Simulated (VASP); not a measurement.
# Bi: intraband terms of a metal's spectrum

Bi, C2/m (no. 12), 2 atoms in the cell. PBE, independent-particle dielectric function; PAW potentials Bi_d (PBE set).

## Input

INCAR.step1:
```
SYSTEM = Bi
PREC     = Accurate       ! precision mode
ENCUT    = 290            ! plane-wave cutoff, eV
ISMEAR   = 1              ! smearing method
SIGMA    = 0.1            ! smearing width, eV
EDIFF    = 1E-7           ! SCF threshold, eV
LASPH    = .True.         ! aspherical terms in the spheres
KPAR     = 4            
LWAVE    = .False.        ! write WAVECAR
LCHARG   = .True.         ! write CHGCAR
LMAXMIX  = 4              ! l up to which the mixer works
```

INCAR.step2:
```
SYSTEM = Bi
PREC     = Accurate       ! precision mode
ENCUT    = 290            ! plane-wave cutoff, eV
ISMEAR   = 0              ! smearing method
SIGMA    = 0.3            ! smearing width, eV
EDIFF    = 1E-6           ! SCF threshold, eV
LASPH    = .True.         ! aspherical terms in the spheres
KPAR     = 4            
LWAVE    = .True.         ! write WAVECAR
LCHARG   = .False.        ! write CHGCAR
LMAXMIX  = 4              ! l up to which the mixer works
ICHARG   = 11             ! starting density
NBANDS   = 33             ! bands
NEDOS    = 3000           ! points of the DOS
OMEGAMAX = 30           
CSHIFT   = 0.1           
```

INCAR.step3, as INCAR.step2 but for:
```
- LWAVE = .True.
+ LWAVE = .False.
+ LOPTICS = .True.
+ ALGO = None
+ NELM = 1
+ ISTART = 1
```

INCAR.step4, as INCAR.step3 but for:
```
+ WPLASMAI = 0.03
```

INCAR.step5 to INCAR.step6 change the same tag again: WPLASMAI = 0.1, 0.3.

INCAR.step7, as INCAR.step6 but for:
```
- WPLASMAI = 0.3
+ RTIME = 5
```

INCAR.step8, as INCAR.step7 but for:
```
- RTIME = 5
+ RTIME = 1
```

INCAR.step9, as INCAR.step8 but for:
```
- RTIME = 1
+ LNABLA = .True.
```

INCAR.step10, as INCAR.step9 but for:
```
- ISMEAR = 0
- LNABLA = .True.
+ ISMEAR = -5
```

KPOINTS.step1:
```
k-points
0
Gamma
  6 6 9
```

KPOINTS.step2:
```
k-points
0
Gamma
  7 7 10
```

POSCAR:
```
Bi
1.0
    3.4885980000     -3.1325780000      0.0000000000
    3.4885980000      3.1325780000      0.0000000000
   -1.2602350000      0.0000000000      3.1135500000
Bi
2
Direct
    0.7530610000      0.7530610000      0.8573820000
    0.2469390000      0.2469390000      0.1426180000
```

Commands (each step's output is kept before the next begins):
```
cat potpaw_PBE.64/Bi_d/POTCAR > POTCAR
cp INCAR.step1 INCAR
cp KPOINTS.step1 KPOINTS
mpirun -np 4 vasp_std > vasp.out
cp INCAR.step2 INCAR
cp KPOINTS.step2 KPOINTS
mpirun -np 4 vasp_std > vasp.out
cp INCAR.step3 INCAR
mpirun -np 4 vasp_std > vasp.out
cp INCAR.step4 INCAR
mpirun -np 4 vasp_std > vasp.out
cp INCAR.step5 INCAR
mpirun -np 4 vasp_std > vasp.out
cp INCAR.step6 INCAR
mpirun -np 4 vasp_std > vasp.out
cp INCAR.step7 INCAR
mpirun -np 4 vasp_std > vasp.out
cp INCAR.step8 INCAR
mpirun -np 4 vasp_std > vasp.out
cp INCAR.step9 INCAR
mpirun -np 4 vasp_std > vasp.out
cp INCAR.step10 INCAR
mpirun -np 4 vasp_std > vasp.out
```

## Result

- Bands: 33

One ground state, settings moved in the last step alone:

| Settings | Plasma frequency (eV) | Im ε at 0.5 eV | Im ε at 1 eV | Im ε at 2 eV | Im ε at 4 eV | Time (s) |
|---|---|---|---|---|---|---|
| interband part alone | 8.37 | 37.3 | 18.3 | 14.8 | 6.8 | 9 |
| Drude term, WPLASMAI 0.03 | 8.37 | 54.1 | 20.4 | 15.1 | 6.8 | 9 |
| Drude term, WPLASMAI 0.1 | 8.37 | 91.2 | 25.3 | 15.7 | 6.9 | 8 |
| Drude term, WPLASMAI 0.3 | 8.37 | 160.9 | 37.6 | 17.4 | 7.1 | 9 |
| relaxation time RTIME 5 fs | 8.37 | 106.3 | 27.4 | 15.9 | 6.9 | 8 |
| relaxation time RTIME 1 fs | 8.37 | 172.3 | 50.5 | 20.0 | 7.5 | 8 |
| transversal form (LNABLA) | 8.41 | 37.7 | 18.5 | 14.9 | 6.9 | 8 |
| tetrahedron method | – | – | – | – | – | no result |

Limits: Spin-orbit coupling is left out, which can matter with atoms this heavy.

VASP 6.6.1 took 89 s on 4 cores (Intel Xeon Platinum 8375C @ 2.90GHz (Ice Lake)), a shared host.
